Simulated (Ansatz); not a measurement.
**Ge, before and after**

The guess for Ge was made by a generator: 5-, 6-connected net of one element (P4/mbm, No. 127). Lengths were set from tabulated atomic sizes, so they are only a guess.

start.xyz

```xyz
6
Lattice="6.3215 0.0000 0.0000 0.0000 6.3215 0.0000 0.0000 0.0000 2.5054" Properties=species:S:1:pos:R:3 pbc="T T T"
Ge    3.1608    3.1608    0.0000
Ge    0.0000    0.0000    0.0000
Ge    5.4566    4.0257    0.0000
Ge    0.8649    2.2959    0.0000
Ge    4.0257    0.8649    0.0000
Ge    2.2959    5.4566    0.0000
```

Level of theory: DFT PBE, scalar-relativistic, plane waves, PAW (Ansatz 0.2.0). Cutoff 420 eV, Gaussian smearing, Γ-centred meshes. Cell and atoms relax first on a coarse mesh and then on a finer one. In between, the cell is made exact in the group found at 0.06 Å. In metals the finer mesh still leaves noise of several meV/atom or more. The steps can't lower the symmetry of their start. No spin polarisation.

end.xyz

```xyz
6
Lattice="6.8213 0.0000 0.0000 0.0000 6.8213 0.0000 0.0000 0.0000 2.7068" Properties=species:S:1:pos:R:3 pbc="T T T"
Ge    3.4107    3.4107    0.0000
Ge    0.0000    0.0000    0.0000
Ge    5.9080    4.3239    0.0000
Ge    0.9133    2.4974    0.0000
Ge    4.3239    0.9133    0.0000
Ge    2.4974    5.9080    0.0000
```

The symmetry stays P4/mbm (No. 127). The volume per atom grows by 25.8 %, from 16.7 to 21.0 Å³. The shortest distance goes from 2.45 Å (Ge–Ge) to 2.58 Å (Ge–Ge). The energy falls by about 0.26 eV/atom (the start's value is from the coarse mesh).

For Ge, the volume per atom is 20.99 Å³, the density is 5.75 g/cm³ and the energy over the standard state is +0.25 eV/atom. The gap on the 6×6×14 mesh of the 6-atom cell is 0 eV (a metal).

Energies count from the standard state of Ge at the same level. So it is a metastable form at best.

The last run used Gaussian smearing of 0.10 eV. A structure relaxed within its symmetry needn't be a true minimum. In all, the 3 runs took 4.9 min on 1 thread of Arm Neoverse V1 (shared host).
